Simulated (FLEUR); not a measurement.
BN under changes of volume

One of the cells (5.959 Å³/atom); the others are scaled copies at fixed shape and fractional positions:

```
CELL_PARAMETERS angstrom
0.00000 1.81300 1.81300
1.81300 0.00000 1.81300
1.81300 1.81300 0.00000
ATOMIC_POSITIONS crystal
N 0.25000 0.25000 0.25000
B 0.00000 0.00000 0.00000
```

The cell is a database's computed one.

```yaml
Program: FLEUR MaX-R8.1 (later development tree)
Functional: r2SCAN
Potentials_or_basis: all-electron
Basis: FLAPW
Kmax: 5.41 1/bohr
k_mesh: 13 × 13 × 13
Occupations: fermi-dirac, width 0.05 eV
Spin: no spin polarisation
```

```csv
volume (Å³/atom),energy over the lowest point (meV/atom),gap on the mesh (eV)
5.602,16.31,5.13
5.721,4.34,5.11
5.959,0.00,5.05
6.198,17.84,5.00
6.317,?,?
```

Task: What does the run at 6.317 Å³/atom give?

Result: Energy over the lowest point 33.90 meV/atom; gap on the mesh 4.97 eV.

Worked out: A Birch-Murnaghan fit of order 2 (a polynomial in V^(-2/3)) to the other rows has its minimum at 5.88 Å³/atom with B0 = V·E''(V) = 391 GPa. It gives 33.73 meV/atom at 6.317 Å³/atom, against the run's 33.90. A straight line through the other rows of the gap, of slope -1.32 eV per unit of ln V, extrapolates to 4.97 eV, against the run's 4.97.

Energies are extrapolated to zero smearing.

Caveats: the meta-GGA is that of a development version, with a GGA for the radial functions and cores and without core tails; an odd mesh through Γ misses points on the zone boundary, where band edges often lie.
